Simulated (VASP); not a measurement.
# AlN (P6_3mc) in VASP: notebook, part 3 of 3

VASP 6.6.1. The steps go on from the part before.

## 5. G0W0 quasiparticle levels, PBE

POSCAR reads:

```
AlN
1.0
    3.1130000000      0.0000000000      0.0000000000
   -1.5565000000      2.6959370820      0.0000000000
    0.0000000000      0.0000000000      4.9810000000
Al N
2 2
Direct
    0.6666666667      0.3333333333      0.5000000000
    0.3333333333      0.6666666667      0.0000000000
    0.6666666667      0.3333333333      0.8800000000
    0.3333333333      0.6666666667      0.3800000000
```

INCAR.step1 reads:

```
SYSTEM = AlN
PREC = Accurate
ENCUT = 450
EDIFF = 1E-8
ISMEAR = 0
SIGMA = 0.01
LREAL = .FALSE.
LASPH = .TRUE.
NELM = 60
ALGO = Normal
LWAVE = .TRUE.
LCHARG = .FALSE.
GGA = PE
```

INCAR.step2 reads:

```
SYSTEM = AlN
PREC = Accurate
ENCUT = 450
EDIFF = 1E-8
ISMEAR = 0
SIGMA = 0.01
LREAL = .FALSE.
LASPH = .TRUE.
NELM = 1
ALGO = Exact
LWAVE = .TRUE.
LCHARG = .FALSE.
GGA = PE
NBANDS = 20
LOPTICS = .TRUE.
ISTART = 1
```

INCAR.step3 reads:

```
SYSTEM = AlN
PREC = Accurate
ENCUT = 450
EDIFF = 1E-8
ISMEAR = 0
SIGMA = 0.01
LREAL = .FALSE.
LASPH = .TRUE.
ALGO = EVGW0
LWAVE = .FALSE.
LCHARG = .FALSE.
GGA = PE
NELMGW = 1
NBANDS = 20
ENCUTGW = 75
NOMEGA = 48
PRECFOCK = Fast
ISTART = 1
NBANDSGW = 16
```

KPOINTS reads:

```
regular mesh
0
G
  4 4 3
  0 0 0
```

Potentials or basis: VASP PAW PBE potentials, release 64 (Al_GW, N_GW).

Launch:

```bash
$ cat potpaw_PBE.64/Al_GW/POTCAR potpaw_PBE.64/N_GW/POTCAR > POTCAR
$ cp INCAR.step1 INCAR
$ mpirun -np 1 vasp_std > vasp.out
$ cp INCAR.step2 INCAR
$ mpirun -np 1 vasp_std > vasp.out
$ cp INCAR.step3 INCAR
$ mpirun -np 1 vasp_std > vasp.out
```

OUTCAR:

```text
SYSTEM = AlN
   PREC = Accurate
   ENCUT = 450
   EDIFF = 1E-8
   ISMEAR = 0
   LREAL = .FALSE.
   LASPH = .TRUE.
   GGA = PE
   NELMGW = 1
   ENCUTGW = 75
   PRECFOCK = Fast
   ISTART = 1

 Found      8 irreducible k-points:

 Following reciprocal coordinates:
            Coordinates               Weight
  0.000000  0.000000  0.000000      1.000000
  0.250000 -0.000000  0.000000      6.000000
  0.500000 -0.000000  0.000000      3.000000
  0.250000  0.250000  0.000000      6.000000
  0.000000  0.000000  0.333333      2.000000
  0.250000 -0.000000  0.333333     12.000000
   k-points           NKPTS =      8   k-points in BZ     NKDIM =     48   number of bands    NBANDS=     20
   number of dos      NEDOS =    301   number of ions     NIONS =      4
   total plane-waves  NPLWV =  20736
   dimension x,y,z NGX =    24 NGY =   24 NGZ =   36
   dimension x,y,z NGXF=    48 NGYF=   48 NGZF=   72
   ions per type =               2   2
   NGX,Y,Z   is equivalent  to a cutoff of  12.82, 12.82, 12.02 a.u.
   NGXF,Y,Z  is equivalent  to a cutoff of  25.63, 25.63, 24.03 a.u.
 SYSTEM =  AlN
[... 35 lines left out ...]
   LHFCALC =     T    Hartree Fock is set to
   PRECFOCK=fast      Normal, Fast or Accurate (Low or Medium for compatibility)
   ENCUT4O =  -1.0   cutoff for four orbital integrals eV
   NKREDX  =     1    reduce k-point grid by
   NKREDY  =     1    reduce k-point grid by
   NKREDZ  =     1    reduce k-point grid by
   AEXX    =    1.0000 exact exchange contribution
   HFSCREEN=    0.0000 screening length (either q_TF or 0.3 A-1)
   HFSCREENC=   0.0000 screening length for correlation (either q_TF or 0.3 A-1)
   ENCUTFOCK=  -1.0 apply spherical cutoff to Coloumb kernel
   IVDW    =     0    specifies the selected vdW correction
   LEPSILON=     F    determine dielectric tensor
   LRPA    =     F    only Hartree local field effects (RPA)
   LRPAFORCE           =     F    calculate RPA forces
   ENCUTGW             =  75.0    cutoff for response function in eV
   ENCUTGWSOFT         =  60.0    soft cutoff for Coulomb kernel in GW response function in eV
   ENCUTLF             =  -1.0    cutoff for local field effects
   NELMGW              =     1    number of iterations in solving QP/BSE equation
   NELMHF              =     1    number of iterations in the inner HF iteration
   NKREDLFX            =     1    NKREDLFY  =   1   NKREDLFZ  =   1
 non-spin polarized calculation
 Gauss-broadening in eV      SIGMA  =   0.01
  energy-cutoff  :      450.00
  volume of cell :       41.80
 maximum number of plane-waves:       929
 NGX is ok and might be reduce to    24
  NGX = 12; NGY = 12; NGZ = 20
   NGX = 11   NGY = 11   NGZ = 17
 maximum number of plane-waves:        70
 NGX is ok and might be reduce to    10

 QP shifts <psi_nk| G(iteration)W_0 |psi_nk>: iteration 1
 for sc-GW calculations column KS-energies equals QP-energies in previous step
 and V_xc(KS)=  KS-energies - (<T + V_ion + V_H > + <T+V_H+V_ion>^1  + <V_x>^1)

 k-point   1 :       0.0000    0.0000    0.0000
  band No.  KS-energies  QP-energies   sigma(KS)   V_xc(KS)     V^pw_x(r,r')   Z            occupation Imag(sigma)

      1     -10.0517     -11.2698     -16.4725     -14.7935     -24.7724       0.7255       2.0000       1.7736
      2      -7.9009      -8.9250     -17.7794     -16.3505     -25.8675       0.7168       2.0000       1.3005
      3      -0.8685      -1.5633     -13.5996     -12.6477     -18.5133       0.7299       2.0000       0.2484
      4       4.2844       4.2334     -16.3666     -16.3010     -20.6613       0.7787       2.0000       0.1155
      5       4.2844       4.2334     -16.3666     -16.3010     -20.6613       0.7787       2.0000       0.1155
      6       4.9402       5.0289     -16.6555     -16.7686     -20.8670       0.7835       2.0000       0.1089
[... 96 lines left out ...]
      3       0.5772       0.0124     -14.4737     -13.7204     -19.1077       0.7499       2.0000       0.1840
      4       1.6876       1.2480     -15.0141     -14.4378     -19.4158       0.7629       2.0000       0.1533
      5       2.7397       2.4123     -15.1631     -14.7395     -19.4404       0.7727       2.0000       0.1343
      6       3.8308       3.6795     -16.0131     -15.8186     -20.3041       0.7777       2.0000       0.1201
[... 8 lines left out ...]
     15      17.4708      19.7162      -7.6659     -10.4448      -4.1306       0.8080       0.0000      -0.1623
     16      18.3466      20.6550      -8.0702     -10.9654      -4.3008       0.7973       0.0000      -0.2146

 [... further k-points ...]
```

OUTCAR.step1:

```text
SYSTEM = AlN
   PREC = Accurate
   ENCUT = 450
   EDIFF = 1E-8
   ISMEAR = 0
   LREAL = .FALSE.
   LASPH = .TRUE.
   NELM = 60
[... 201 lines left out ...]
     -0.00000      1.79729      0.00000        -0.000000      0.000000     -0.144408
      1.55650      0.89865      4.38328         0.000000      0.000000      0.144408
     -0.00000      1.79729      1.89278        -0.000000     -0.000000      0.144408
 -----------------------------------------------------------------------------------
    total drift:                               -0.000000      0.000000     -0.000160

  FREE ENERGIE OF THE ION-ELECTRON SYSTEM (eV)
  ---------------------------------------------------
  free  energy   TOTEN  =       -29.7778441890 eV

  energy  without entropy=      -29.7778441890  energy(sigma->0) =      -29.77784419
```

OUTCAR.step2:

```text
SYSTEM = AlN
   PREC = Accurate
   ENCUT = 450
   EDIFF = 1E-8
[... 586 lines left out ...]
  --------------------------------------------------------------------------------------------------------------
     0.00000     4.87850     4.87850     4.80415     0.00000     0.00000    -0.00000
     0.43789     4.89049     4.89049     4.81652     0.00000     0.00000    -0.00000
     0.87578     4.92750     4.92750     4.85475     0.00000     0.00000    -0.00000
     1.31366     4.99155     4.99155     4.92120     0.00000     0.00000    -0.00000
     1.75155     5.08674     5.08674     5.02069     0.00000     0.00000    -0.00000
     2.18944     5.22016     5.22016     5.16189     0.00000     0.00000    -0.00000
[... 92 lines left out ...]
    42.91304     0.78556     0.78556     0.79037    -0.00000    -0.00000     0.00000
    43.35093     0.79029     0.79029     0.79500    -0.00000    -0.00000     0.00000
```

Wall time 29 s (1 thread of Intel Xeon Platinum 8488C (Sapphire Rapids), shared host); peak memory 0.32 GiB.

The run converged, but some of its settings lie outside the range that counts as converged, so its numbers aren't taken as properties of the crystal.

What came out:

```
Band gap on the k mesh, mean-field level : 4.21 eV, direct
Quasiparticle gap                        : 5.60 eV
Least direct quasiparticle gap           : 5.60 eV
```

Caveat: the k mesh is coarse (spacing up to 0.58 Å⁻¹), so the values aren't converged; bands, screening cutoff and mesh are small and nothing is extrapolated, so the quasiparticle values aren't converged.

## 6. G0W0 quasiparticle levels, PBE

POSCAR is that of step 5.

INCAR.step1 is that of step 5.

INCAR.step2 is that of step 5.

INCAR.step3: that of step 5 with these lines changed.

```diff
@@ -14,3 +14,3 @@
 NBANDS = 20
-ENCUTGW = 75
+ENCUTGW = 200
 NOMEGA = 48
```

KPOINTS is that of step 5.

Potentials or basis: VASP PAW PBE potentials, release 64 (Al_GW, N_GW).

Launch:

```bash
$ cat potpaw_PBE.64/Al_GW/POTCAR potpaw_PBE.64/N_GW/POTCAR > POTCAR
$ cp INCAR.step1 INCAR
$ mpirun -np 1 vasp_std > vasp.out
$ cp INCAR.step2 INCAR
$ mpirun -np 1 vasp_std > vasp.out
$ cp INCAR.step3 INCAR
$ mpirun -np 1 vasp_std > vasp.out
```

OUTCAR:

```text
SYSTEM = AlN
   PREC = Accurate
   ENCUT = 450
   EDIFF = 1E-8
   ISMEAR = 0
   LREAL = .FALSE.
   LASPH = .TRUE.
   GGA = PE
   NELMGW = 1
   ENCUTGW = 200
   PRECFOCK = Fast
   ISTART = 1

 Found      8 irreducible k-points:

 Following reciprocal coordinates:
            Coordinates               Weight
  0.000000  0.000000  0.000000      1.000000
  0.250000 -0.000000  0.000000      6.000000
  0.500000 -0.000000  0.000000      3.000000
  0.250000  0.250000  0.000000      6.000000
  0.000000  0.000000  0.333333      2.000000
  0.250000 -0.000000  0.333333     12.000000
   k-points           NKPTS =      8   k-points in BZ     NKDIM =     48   number of bands    NBANDS=     20
   number of dos      NEDOS =    301   number of ions     NIONS =      4
   total plane-waves  NPLWV =  20736
   dimension x,y,z NGX =    24 NGY =   24 NGZ =   36
   dimension x,y,z NGXF=    48 NGYF=   48 NGZF=   72
   ions per type =               2   2
   NGX,Y,Z   is equivalent  to a cutoff of  12.82, 12.82, 12.02 a.u.
   NGXF,Y,Z  is equivalent  to a cutoff of  25.63, 25.63, 24.03 a.u.
 SYSTEM =  AlN
   PREC   = accura    normal or accurate (medium, high low for compatibility)
   ISTART =      1    job   : 0-new  1-cont  2-samecut
[... 33 lines left out ...]
   LHFCALC =     T    Hartree Fock is set to
   PRECFOCK=fast      Normal, Fast or Accurate (Low or Medium for compatibility)
   ENCUT4O =  -1.0   cutoff for four orbital integrals eV
   NKREDX  =     1    reduce k-point grid by
   NKREDY  =     1    reduce k-point grid by
   NKREDZ  =     1    reduce k-point grid by
   AEXX    =    1.0000 exact exchange contribution
   HFSCREEN=    0.0000 screening length (either q_TF or 0.3 A-1)
   HFSCREENC=   0.0000 screening length for correlation (either q_TF or 0.3 A-1)
   ENCUTFOCK=  -1.0 apply spherical cutoff to Coloumb kernel
   IVDW    =     0    specifies the selected vdW correction
   LEPSILON=     F    determine dielectric tensor
   LRPA    =     F    only Hartree local field effects (RPA)
   LRPAFORCE           =     F    calculate RPA forces
   ENCUTGW             = 200.0    cutoff for response function in eV
   ENCUTGWSOFT         = 160.0    soft cutoff for Coulomb kernel in GW response function in eV
   ENCUTLF             =  -1.0    cutoff for local field effects
   NELMGW              =     1    number of iterations in solving QP/BSE equation
   NELMHF              =     1    number of iterations in the inner HF iteration
   NKREDLFX            =     1    NKREDLFY  =   1   NKREDLFZ  =   1
 non-spin polarized calculation
 Gauss-broadening in eV      SIGMA  =   0.01
  energy-cutoff  :      450.00
  volume of cell :       41.80
 maximum number of plane-waves:       929
 NGX is ok and might be reduce to    24
  NGX = 12; NGY = 12; NGZ = 20
   NGX = 11   NGY = 11   NGZ = 17
 maximum number of plane-waves:       287

 QP shifts <psi_nk| G(iteration)W_0 |psi_nk>: iteration 1
 for sc-GW calculations column KS-energies equals QP-energies in previous step
 and V_xc(KS)=  KS-energies - (<T + V_ion + V_H > + <T+V_H+V_ion>^1  + <V_x>^1)

 k-point   1 :       0.0000    0.0000    0.0000
  band No.  KS-energies  QP-energies   sigma(KS)   V_xc(KS)     V^pw_x(r,r')   Z            occupation Imag(sigma)

      1     -10.0517     -11.1850     -16.3646     -14.7935     -24.7724       0.7213       2.0000       1.8749
      2      -7.9009      -8.8230     -17.6220     -16.3505     -25.8675       0.7252       2.0000       1.4915
      3      -0.8685      -1.5324     -13.5606     -12.6477     -18.5133       0.7272       2.0000       0.2516
      4       4.2844       4.2703     -16.3192     -16.3010     -20.6613       0.7753       2.0000       0.1138
      5       4.2844       4.2703     -16.3192     -16.3010     -20.6613       0.7753       2.0000       0.1138
      6       4.9402       5.0574     -16.6184     -16.7686     -20.8670       0.7799       2.0000       0.1071
[... 96 lines left out ...]
      3       0.5772       0.0544     -14.4209     -13.7204     -19.1077       0.7464       2.0000       0.1849
      4       1.6876       1.2926     -14.9581     -14.4378     -19.4158       0.7592       2.0000       0.1533
      5       2.7397       2.4460     -15.1209     -14.7395     -19.4404       0.7699       2.0000       0.1327
      6       3.8308       3.7149     -15.9683     -15.8186     -20.3041       0.7746       2.0000       0.1183
[... 8 lines left out ...]
     15      17.4708      19.7313      -7.6488     -10.4448      -4.1306       0.8085       0.0000      -0.1589
     16      18.3466      20.6614      -8.0573     -10.9654      -4.3008       0.7960       0.0000      -0.2099

 [... further k-points ...]
```

OUTCAR.step1:

```text
SYSTEM = AlN
   PREC = Accurate
   ENCUT = 450
   EDIFF = 1E-8
   ISMEAR = 0
   LREAL = .FALSE.
   LASPH = .TRUE.
   NELM = 60
[... 201 lines left out ...]
     -0.00000      1.79729      0.00000        -0.000000      0.000000     -0.144408
      1.55650      0.89865      4.38328         0.000000      0.000000      0.144408
     -0.00000      1.79729      1.89278        -0.000000     -0.000000      0.144408
 -----------------------------------------------------------------------------------
    total drift:                               -0.000000      0.000000     -0.000160

  FREE ENERGIE OF THE ION-ELECTRON SYSTEM (eV)
  ---------------------------------------------------
  free  energy   TOTEN  =       -29.7778441890 eV

  energy  without entropy=      -29.7778441890  energy(sigma->0) =      -29.77784419
```

Run time: 40 s. Hardware: 1 thread of Intel Xeon Platinum 8488C (Sapphire Rapids), shared host; peak memory 0.32 GiB.

These settings aren't checked as converged: the numbers below hold their error.

Results:

```yaml
Band_gap_on_the_k_mesh_mean-field_level: 4.21 eV, direct
Quasiparticle_gap: 5.66 eV
Least_direct_quasiparticle_gap: 5.66 eV
```

Caveat: the k mesh is coarse (spacing up to 0.58 Å⁻¹), so the values aren't converged; bands, screening cutoff and mesh are small and nothing is extrapolated, so the quasiparticle values aren't converged.

## 7. Against experiment

Step 2. A measured gap of AlN is 6.0343 eV (an exciton energy, a little under the gap; 0 K; quoted in “Structural and optical properties of self-assembled AlN nanowires grown on SiO2/Si substrates by molecular beam epitaxy”, 2024, arxiv:2402.00216); the calculated 6.30 eV misses it by +0.27 eV. 2 values of this kind are on record (6.034 to 6.0343 eV); this one was drawn at random. The value is that of PBE0, without temperature or zero-point motion.
